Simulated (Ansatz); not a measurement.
The system is Ti.

```
Ti
1.0
     2.95000    0.00000    0.00000
    -1.47500    2.55477    0.00000
     0.00000    0.00000    4.68000
Ti
2
Cartesian
  1.4750 0.8516 3.5100
  0.0000 1.7032 1.1700
```

```yaml
Program: Ansatz 0.2.0
Task: relaxation of cell and atoms
Functional: BLYP
Dispersion: D4
Potentials_or_basis: Ansatz PAW
Cutoff: "420 eV (not typed: the program's choice for these potentials)"
k_mesh: 10 × 10 × 6
Occupations: fermi-dirac, width 0.05 eV
Spin: no spin polarisation
```

At the start: volume 17.64 Å³/atom.

Task: How do energy, volume and symmetry change on relaxing?

Result: It ends after 5 steps and the volume is 17.22 Å³/atom (-2.3 %); space group P6_3/mmc (No. 194, to 0.05 Å).

Step by step:
```csv
step,energy change (eV),largest force (eV/Å),volume (Å³)
1,0.0000,0.0000,35.27
2,-0.0069,0.0000,34.52
3,-0.0070,0.0000,34.44
4,-0.0071,0.0000,34.44
5,-0.0070,0.0000,34.44
```

Final structure:
```
Ti
1.0
     2.93306    0.00000    0.00000
    -1.46653    2.54011    0.00000
     0.00000    0.00000    4.62312
Ti
2
Direct
  0.66667 0.33333 0.75000
  0.33333 0.66667 0.25000
```

Caveat: the plane-wave basis is chosen anew once the cell has moved, so the energies of steps on either side of that aren't comparable; the PAW data sets come from PBE, with cores solved anew for the run's functional, which leaves a small shift of forces and pressure.
